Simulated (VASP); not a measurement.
A run of VASP 6.6.1 is set up as follows.

INCAR

```
PREC = Accurate ; ENCUT = 520
EDIFF = 1E-6 ; ISMEAR = -5
SIGMA = 0.05 ; LREAL = False
LASPH = True ; NELM = 80
ALGO = Normal ; ISIF = 2
LWAVE = False ; LCHARG = True
LDIPOL = True ; IDIPOL = 3
DIPOL = 0.5 0.5 0.287 ; GGA = PE
IVDW = 202 ; LELF = True
NBANDS = 6
```

Contents of KPOINTS:

```
Automatic mesh
0
Gamma
  9 9 1
```

POSCAR

```
Sb
3.1333
    1.000012766093      0.000000000000      0.000000000000
    0.000000000000      1.000012766093      0.000000000000
    0.000000000000      0.000000000000     10.008617112948
Sb
2
Direct
    0.0031960000     -0.0005430000      0.2413690000
   -0.0033540000     -0.0001990000      0.3319150000
```

Potentials or basis: VASP PAW PBE potentials, release 64 (Sb).

Command:

```console
$ cat potpaw_PBE.64/Sb/POTCAR > POTCAR
$ mpirun -np 1 vasp_std > vasp.out
```

Predict the dispersion energy per atom.

-0.191 eV.

Estimate the largest force.

0.012 eV/Å.

Forces on the atoms (eV/Å):
```
Sb  -0.003  0.000 -0.012
Sb   0.003  0.000  0.012
```

 The run has no spin-orbit coupling, so splittings on Sb are missing.
